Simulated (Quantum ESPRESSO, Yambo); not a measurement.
# Quasiparticle gap of ZnSe (Stilleite) in Yambo, part 2 of 3

Wanted: ground state, empty states, screening and self-energy for ZnSe (Stilleite).

Quantum ESPRESSO 7.5 and Yambo 5.3.0; PBE and many-body steps on it, plane waves. Known limits of the many-body steps: not at the basis limit; exchange with frozen shells missing; coarse k mesh.

So far. Step 2 (Ground state): The gap is direct, at Γ. Step 3 (Bands along the symmetry lines): The gap is 1.164 eV, as in the run before at this level.

## (4) Empty states on the mesh, 4×4×4 mesh, 274 bands

Level of this step: DFT, PBE with spin-orbit coupling, plane waves, norm-conserving pseudopotentials (Quantum ESPRESSO).

The sums over transitions need many empty states on a uniform mesh; this step solves for them.

File pw.in:

```
&control
  calculation = 'nscf'
  prefix = 'x'
  outdir = 'o'
  pseudo_dir = 'pseudo'
/
&system
  ibrav = 0
  nat = 2
  ntyp = 2
  ecutwfc = 78.0
  nbnd = 274
  force_symmorphic = .true.
  noncolin = .true.
  lspinorb = .true.
/
&electrons
  conv_thr = 1e-9
  electron_maxstep = 80
  diago_full_acc = .true.
  diago_thr_init = 5e-6
/
ATOMIC_SPECIES
  Zn 65.38 Zn.upf
  Se 78.971 Se.upf
CELL_PARAMETERS angstrom
  -0.0000000000 2.8338000000 2.8338000000
  2.8338000000 -0.0000000000 2.8338000000
  2.8338000000 2.8338000000 0.0000000000
ATOMIC_POSITIONS crystal
  Zn 0.0000000000 0.0000000000 0.0000000000
  Se 0.2500000000 0.2500000000 0.2500000000
K_POINTS automatic
  4 4 4 0 0 0
```

Launch:

```bash
> OMP_NUM_THREADS=1 mpirun -n 4 pw.x -nk 4 -in pw.in > pw.out
```

What it wrote:

```text
[banner, memory and clock lines left out]
Program PWSCF v.7.5 starts

     Atomic positions and unit cell read from directory:
     o/x.save/

     Message from routine setup:
     using ibrav=0 with symmetry is DISCOURAGED, use correct ibrav instead

     G-vector sticks info

     bravais-lattice index     =            0
     lattice parameter (alat)  =       7.5733  a.u.
     unit-cell volume          =     307.1384 (a.u.)^3
     number of atoms/cell      =            2
     number of atomic types    =            2
     number of electrons       =        36.00
     number of Kohn-Sham states=          274
     kinetic-energy cutoff     =      78.0000  Ry
     charge density cutoff     =     312.0000  Ry
     Exchange-correlation= PBE
                           (   1   4   3   4   0   0   0)
     Non magnetic calculation with spin-orbit

     celldm(1)=   7.573263  celldm(2)=   0.000000  celldm(3)=   0.000000
     celldm(4)=   0.000000  celldm(5)=   0.000000  celldm(6)=   0.000000

     crystal axes: (cart. coord. in units of alat)
               a(1) = (  -0.000000   0.707107   0.707107 )
               a(2) = (   0.707107  -0.000000   0.707107 )
               a(3) = (   0.707107   0.707107   0.000000 )

     reciprocal axes: (cart. coord. in units 2 pi/alat)
               b(1) = ( -0.707107  0.707107  0.707107 )
               b(2) = (  0.707107 -0.707107  0.707107 )
               b(3) = (  0.707107  0.707107 -0.707107 )
     Pseudo is Norm-conserving + core correction, Zval = 20.0
     Generated using ONCVPSP code by D. R. Hamann
     Using radial grid of 1326 points, 10 beta functions with:
     Pseudo is Norm-conserving + core correction, Zval = 16.0
     Generated using ONCVPSP code by D. R. Hamann
     Using radial grid of 1214 points, 10 beta functions with:
     Zn               20.00    65.38000     Zn( 1.00)
     Se               16.00    78.97100     Se( 1.00)

     24 Sym. Ops. (no inversion) found

   Cartesian axes

     site n.     atom                  positions (alat units)
         1        Zn     tau(   1) = (   0.0000000   0.0000000   0.0000000  )
         2        Se     tau(   2) = (   0.3535534   0.3535534   0.3535534  )

     number of k points=     8
                       cart. coord. in units 2pi/alat
        k(    1) = (   0.0000000   0.0000000   0.0000000), wk =   0.0156250
        k(    2) = (   0.1767767   0.1767767  -0.1767767), wk =   0.1250000
        k(    3) = (  -0.3535534  -0.3535534   0.3535534), wk =   0.0625000
[...]
k(    7) = (  -0.7071068   0.0000000   0.0000000), wk =   0.0468750
        k(    8) = (  -0.7071068   0.3535534   0.0000000), wk =   0.0937500

     Dense  grid:    28571 G-vectors     FFT dimensions: (  45,  45,  45)

     The potential is recalculated from file :
     o/x.save/charge-density

     Starting wfcs are   38 randomized atomic wfcs +  236 random wfcs

     Band Structure Calculation

     End of band structure calculation

          k = 0.0000 0.0000 0.0000 (  3527 PWs)   bands (ev):

  -116.8181-116.8181 -73.0542 -73.0542 -69.9894 -69.9894 -69.9894 -69.9894
   -39.0345 -39.0345 -39.0345 -39.0345 -38.1426 -38.1426 -38.1396 -38.1396
   -38.1396 -38.1396  -4.8653  -4.8653   1.7363   1.7363   1.7363   1.7363
     1.9573   1.9573   2.2735   2.2735   2.2735   2.2735   8.1352   8.1352
[...]
[... 23 further rows ...]
[...]
110.1200 110.1200

          k = 0.1768 0.1768-0.1768 (  3590 PWs)   bands (ev):

  -116.8181-116.8181 -73.0542 -73.0542 -69.9894 -69.9894 -69.9894 -69.9894
[...]
[... 23 further rows ...]
[...]
109.6829 109.6870

          k =-0.3536-0.3536 0.3536 (  3582 PWs)   bands (ev):

  -116.8181-116.8181 -73.0542 -73.0542 -69.9895 -69.9895 -69.9894 -69.9894
[...]
36.9715  36.9715  37.1862  37.1862  37.9044  37.9044  37.9425  37.9425
     [... 23 further rows ...]
   108.1761 108.1761 108.5604 108.5604 108.8237 108.8237 108.8331 108.8331
   109.6943 109.6943

          k = 0.3536 0.0000 0.0000 (  3591 PWs)   bands (ev):

     [... further k-points ...]

     highest occupied, lowest unoccupied level (ev):     8.5172    9.6809

     XML data file, pseudopotentials, collected wavefunctions
```

The job ended after 41 s (4 MPI ranks of Arm Neoverse V2, shared host; peak memory 0.89 GiB).

This step gave:

- gap: 1.164 eV
- k of the valence top: 0, 0, 0
- k of the conduction bottom: 0, 0, 0
- least direct gap: 1.164 eV
- k points computed: 8
- lowest point of the top converged band, above the valence top: 98.6577 eV

On this mesh the gap is 1.164 eV.

## (5) Conversion and set-up

This step: Yambo 5.3.0; conversion and set-up on PBE with spin-orbit coupling, plane waves, norm-conserving pseudopotentials.

The states are converted to the many-body program's format and the q mesh is built.

Launch:

```bash
> (cd o/x.save; p2y > p2y.log; mv SAVE ../..); yambo > setup.log
```

What it wrote:

```text
 Yambo, version 5.3.0

 [02] CORE Variables Setup
 =========================

  [02.01] Unit cells
  ==================

  Cell kind             :  FCC
  Atoms in the cell     :  Zn  Se
  number of Zn atoms    :  1
  number of Se atoms    :  1

  List of atomic masses
  Mass of Zn    :  65.38000
  Mass of Se    :  78.97100

  List of atomic coordinates    : [cc]
  Zn1       :  0.000000  0.000000  0.000000  order 1
  Se1       :  2.677553  2.677553  2.677553  order 2

  Alat factors          :  5.355106  5.355106  5.355106 [a.u.]
  Direct lattice volume :  307.1384 [a.u.]
  Direct lattice vectors:  A[ 1 ]  A[ 2 ]  A[ 3 ]
   A[ 1 ]: -0.000000  1.000000  1.000000  [iru]
  -0.000000  5.355106  5.355106  [cc]
   A[ 2 ]:  1.000000 -0.000000  1.000000  [iru]
   5.355106 -0.000000  5.355106  [cc]
   A[ 3 ]:  1.000000  1.000000  0.000000  [iru]
   5.355106  5.355106  0.000000  [cc]

  Recip. lattice volume :  0.807617 [a.u.]
  Recip. lattice vectors:  B[ 1 ]  B[ 2 ]  B[ 3 ]
   B[ 1 ]: -0.500000  0.500000  0.500000  [iku]
  -0.586654  0.586654  0.586654  [cc]
   B[ 2 ]:  0.500000 -0.500000  0.500000  [iku]
   0.586654 -0.586654  0.586654  [cc]
   B[ 3 ]:  0.500000  0.500000 -0.500000  [iku]
   0.586654  0.586654 -0.586654  [cc]

  [02.02] Symmetries
  ==================

  Inversion symmetry    : yes
  Spatial inversion     : no
  Inversion index       :  25
  K-space Time-reversal : yes
  Magnetic symmetries   : no
  Time-reversal derived K-space symmetries:   25   48
  Group table correct   : yes
  Symmetries units      :  [cc]

   [S  1]:   1.0000      0.12943E-16  0.12943E-16  0.12943E-16   1.0000     -0.12943E-16 -0.12943E-16 -0.12943E-16   1.0000
   [S  2]:  -1.0000     -0.12943E-16  0.12943E-16 -0.12943E-16  -1.0000     -0.12943E-16  0.12943E-16  0.12943E-16   1.0000
   [S  3]:  -1.0000      0.12943E-16 -0.12943E-16 -0.12943E-16   1.0000      0.12943E-16  0.12943E-16 -0.12943E-16  -1.0000
[...]
[S  9]:  0.12943E-16   1.0000      0.12943E-16 -0.12943E-16  0.12943E-16   1.0000       1.0000     -0.12943E-16 -0.12943E-16
   [S 10]:  0.12943E-16  -1.0000     -0.12943E-16 -0.12943E-16 -0.12943E-16  -1.0000       1.0000      0.12943E-16  0.12943E-16
     [... 36 further rows ...]
   [S*47]:   1.0000      0.12943E-16 -0.12943E-16  0.12943E-16 -0.12943E-16  -1.0000     -0.12943E-16   1.0000      0.12943E-16
   [S*48]:   1.0000     -0.12943E-16  0.12943E-16  0.12943E-16  0.12943E-16   1.0000     -0.12943E-16  -1.0000     -0.12943E-16

  [02.03] Reciprocal space
  ========================

  nG shells         :  304
  nG charge         :  28571
  nG WFs            :   4433
  nC WFs            :   3591
  G-vecs. in first 30 shells:  [ Number ]
     1    9   15   27   51   59   65   89  113
    137   169   181   229   259   283   307   331   339
    387   411   459   531   537   561   609   645   701
    725   749   821
  ...
[...]
BZ  K-points                                      :   64

  K/Q-points units:
  rlu = crystal or reduced units; cc = cartesian coordinates; iku = interal k-units

  K [1]          [rlu]:  0.000000  0.000000  0.000000
         WF components:   3527
  K [2]          [rlu]:  0.33641E-17  0.33641E-17  0.25000
         WF components:   3590
  K [3]          [rlu]: -0.67283E-17 -0.67283E-17 -0.50000
         WF components:   3582
  K [4]          [rlu]: -0.60307E-17  0.25000      0.25000
         WF components:   3591
  K [5]          [rlu]: -0.10092E-16  0.25000     -0.50000
         WF components:   3570
  [... 2 further k-points ...]
  K [8]          [rlu]:  0.250000 -0.500000 -0.250000
         WF components:   3552

  [02.05] Energies & Occupations
  ==============================

  [X] === General ===
  [X] Electronic Temperature                        :  0.000000  0.000000 [eV K]
  [X] Bosonic    Temperature                        :  0.000000  0.000000 [eV K]
  [X] Finite Temperature mode                       : no
  [X] El. density                                   :  0.79098E+24 [cm-3]
  [X] Fermi Level                                   :  8.517199 [eV]

  [X] === Gaps and Widths ===
  [X] Conduction Band Min                           :  1.163686 [eV]
  [X] Valence Band Max                              :  0.000000 [eV]
  [X] Filled Bands                                  :   36
  [X] Empty Bands                                   :   37  274
  [X] Direct Gap                                    :  1.163686 [eV]
  [X] Direct Gap localized at k                     :  1
  [X] Indirect Gap                                  :  1.163686 [eV]
  [X] Indirect Gap between kpts                     :  1  1
  [X] Last valence band width                       :  2.753721 [eV]
  [X] 1st conduction band width                     :  4.095292 [eV]

  E @ K [1]:  [eV]
  -125.3353 -125.3353  -81.5714  -81.5714  -78.5066  -78.5066  -78.5066  -78.5066
  -47.55167 -47.55167 -47.55167 -47.55167 -46.65982 -46.65982 -46.65683 -46.65683
  -46.65683 -46.65683 -13.38250 -13.38250  -6.78088  -6.78088  -6.78088  -6.78088
[...]
occ @ K [1]
[...]
E @ K [2]:  [eV]
[...]
occ @ K [2]
[...]
E @ K [3]:  [eV]
[...]
occ @ K [3]
[...]
E @ K [4]:  [eV]
[...]
occ @ K [4]
[...]
E @ K [5]:  [eV]
[...]
occ @ K [5]
[...]
[... 2 further k-points ...]
  E @ K [8]:  [eV]
[...]
occ @ K [8]
[...]
0.000000  0.000000  0.000000  0.000000  0.000000  0.000000  0.000000  0.000000
   0.000000  0.000000  0.000000  0.000000  0.000000  0.000000  0.000000  0.000000

 [03] Transferred momenta grid and indexing
 ==========================================

 IBZ Q-points                                      :   8
 BZ  Q-points                                      :   64

 K/Q-points units:
 rlu = crystal or reduced units; cc = cartesian coordinates; iku = interal k-units

 Q [1]          [rlu]:  0.000000  0.000000  0.000000
 Q [2]          [rlu]:  0.33641E-17  0.33641E-17  0.25000
 Q [3]          [rlu]: -0.67283E-17 -0.67283E-17 -0.50000
[...]
Q [7]          [rlu]:  0.12061E-16 -0.50000     -0.50000
 Q [8]          [rlu]:  0.250000 -0.500000 -0.250000

  [03.01] X indexes
  =================

   [03.01.01] Sigma indexes
   ========================

 [06] Game Over & Game summary
```

Wall time 2.7 s (1 MPI rank); peak memory 0.25 GiB.

(Continued in part 3 of 3.)

[Paths, hosts, dates, memory and timing lines, banners, echoed tables and standing remarks are left out of the program output.]

[Logs are printed without paths, hosts, clocks, repeated set-up lines and the standing remarks that a program may print on its own settings, such as how far it seeks lower states.]

[Runs of the session that timed out or met a known fault of the program may be left out.]

[Hosts, paths, dates, database ids (printed as entryN), source tags and the programs' standing remarks are cut or masked in the printed files.]
